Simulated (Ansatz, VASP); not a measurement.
**One calculation of ZnS, two programs**

```xyz
2
Lattice="4.0125 0.0000 0.0000 -2.0063 3.4750 0.0000 2.0063 -1.1583 2.9854" Properties=species:S:1:pos:R:3 pbc="T T T"
Zn    0.0000    0.0000   -0.0437
S     4.0125    0.0000    2.2828
```

Alike in both runs: functional PBEsol; k mesh 9 × 9 × 9; occupations gaussian, width 0.02 eV; no spin polarisation.

Ansatz relaxed the structure, and its values are those at the end. VASP's run is a single point on that final structure, the one shown.

```csv
,VASP,Ansatz
version,VASP 6.6.1,Ansatz 0.2.0
potentials or method,"VASP PAW PBE potentials, release 64 (Zn, S)","scalar-relativistic, plane waves, PAW"
plane-wave cutoff (eV),520,420
valence electrons in the cell,18,18
```

VASP gave:

| Property | Result |
| --- | --- |
| gap on the k mesh at the Fermi level (eV) | 1.44 |
| least direct gap on the mesh (eV) | 1.44 |
| pressure (GPa) | -5.0 |

Problem. Which values does Ansatz return?

Solution. gap on the k mesh at the Fermi level (eV): 1.44; least direct gap on the mesh (eV): 1.44; pressure (GPa): -5.2.

Caveats: the PAW data sets were made with another functional, which shifts forces and pressure a little (VASP). A hybrid or GW would open this gap; PBEsol tends to underestimate it.
